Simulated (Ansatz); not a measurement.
Sb under changes of volume

One of the cells (32.896 Å³/atom); the others are scaled copies at fixed shape and fractional positions:

```
Sb
1.0
    -4.03001    4.03001    2.02549
     4.03001   -4.03001    2.02549
     4.03001    4.03001   -2.02549
Sb
4
Direct
  0.65126 0.15126 0.80253
  0.15126 0.34874 0.50000
  0.34874 0.84874 0.19747
  0.84874 0.65126 0.50000
```

This isn't the form of Sb at room conditions, which is rhombohedral.

```yaml
Program: Ansatz 0.2.0
Functional: LDA
Potentials_or_basis: Ansatz PAW
Cutoff: "420 eV (not typed: the program's choice for these potentials)"
k_mesh: 7 × 7 × 7
Occupations: fermi-dirac, width 0.05 eV
Spin: no spin polarisation
```

| volume (Å³/atom) | energy over the lowest point (meV/atom) | pressure (GPa) | largest force (eV/Å) |
| --- | --- | --- | --- |
| 30.922 | ? | ? | ? |
| 31.580 | 0.00 | 0.3 | 0.023 |
| 32.238 | 1.11 | -0.8 | 0.011 |
| 32.896 | 6.58 | -1.8 | 0.042 |
| 33.554 | 15.92 | -2.7 | 0.071 |
| 34.212 | 28.70 | -3.5 | 0.097 |
| 34.870 | 44.52 | -4.2 | 0.122 |

What does the run at 30.922 Å³/atom give?

Energy over the lowest point 3.77 meV/atom; pressure 1.6 GPa; largest force 0.060 eV/Å.

Worked out: A Birch-Murnaghan fit of order 3 (a polynomial in V^(-2/3)) to the other rows has its minimum at 31.75 Å³/atom with B0 = V·E''(V) = 56 GPa and B' = 4.8 at fixed shape and positions, which overstates the stiffness. It gives 3.81 meV/atom at 30.922 Å³/atom, against the run's 3.77, and -dE/dV = 1.6 GPa, against 1.6.

Energies are extrapolated to zero smearing.

Caveats: the PAW data sets come from PBE, with cores solved anew for the run's functional, which leaves a small shift of forces and pressure.
